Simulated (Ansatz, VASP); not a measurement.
## Pb: VASP beside Ansatz

INCAR

```
SYSTEM = Pb
ALGO = Normal
EDIFF = 1E-7
ENCUT = 520
GGA = PS
ISIF = 2
ISMEAR = 0
LASPH = .True.
LCHARG = .False.
LREAL = .False.
LWAVE = .False.
NBANDS = 36
NELM = 100
PREC = Accurate
SIGMA = 0.1
```

The input KPOINTS:

```
k-points
0
Gamma
  4 4 4
  0 0 0
```

Contents of POSCAR:

```
Pb
1.0
    2.6813915012     -4.5444613361      0.0000000000
    2.6813915012      4.5444613361      0.0000000000
    0.0000000000      0.0000000000      5.3699164181
Pb
4
Direct
    0.1525000000      0.8475000000      0.0785000000
    0.6525000000      0.3475000000      0.4215000000
    0.8475000000      0.1525000000      0.9215000000
    0.3475000000      0.6525000000      0.5785000000
```

Input for Ansatz:

```yaml
crystal:
  lattice:
    - [2.6813915012, -4.5444613361, 0.0]
    - [2.6813915012, 4.5444613361, 0.0]
    - [0.0, 0.0, 5.3699164181]
  atoms:
    - { symbol: Pb, position: [0.1525, 0.8475, 0.0785] }
    - { symbol: Pb, position: [0.6525, 0.3475, 0.4215] }
    - { symbol: Pb, position: [0.8475, 0.1525, 0.9215] }
    - { symbol: Pb, position: [0.3475, 0.6525, 0.5785] }
basis:
  ecutwfc: 420
kpoints:
  mp_grid: { grid: [4, 4, 4] }
hamiltonian:
  xc: pbesol
scf:
  occupations: { method: gaussian, width: 0.1 }
  lower_state_search: "off"
output:
  forces: true
  stress: true
  eigenvalues: true
```

Alike in both runs: task single point; functional PBEsol; k mesh 4 × 4 × 4; occupations gaussian, width 0.1 eV; no spin polarisation.

|  | VASP | Ansatz |
| --- | --- | --- |
| version | VASP 6.6.1 | Ansatz 0.2.0 |
| potentials or method | VASP PAW PBE potentials, release 64 (Pb_d) | scalar-relativistic, plane waves, PAW |
| plane-wave cutoff (eV) | 520 | 420 |
| valence electrons in the cell | 56 | 56 |

|  | VASP | Ansatz | Ansatz less VASP |
| --- | --- | --- | --- |
| gap on the k mesh at the Fermi level (eV) | none | none | - |
| pressure (GPa) | 3.2 | 3.3 | +0.08 |
| largest component of the traceless stress (GPa) | 2.89 | 2.89 | -0.002 |
| rms of the force components (eV/Å) | 0.455 | 0.455 | 0.0000 |

Atom by atom the forces differ by 0.000 eV/Å (rms over components). A gap of «none» marks a metal or a gap that the smearing closes. The functional is the same, so the differences come from potentials, cutoffs and numerics.

Caveats: the PAW data sets were made with another functional, which shifts forces and pressure a little (VASP). Spin-orbit coupling is left out, which matters for the levels of Pb.
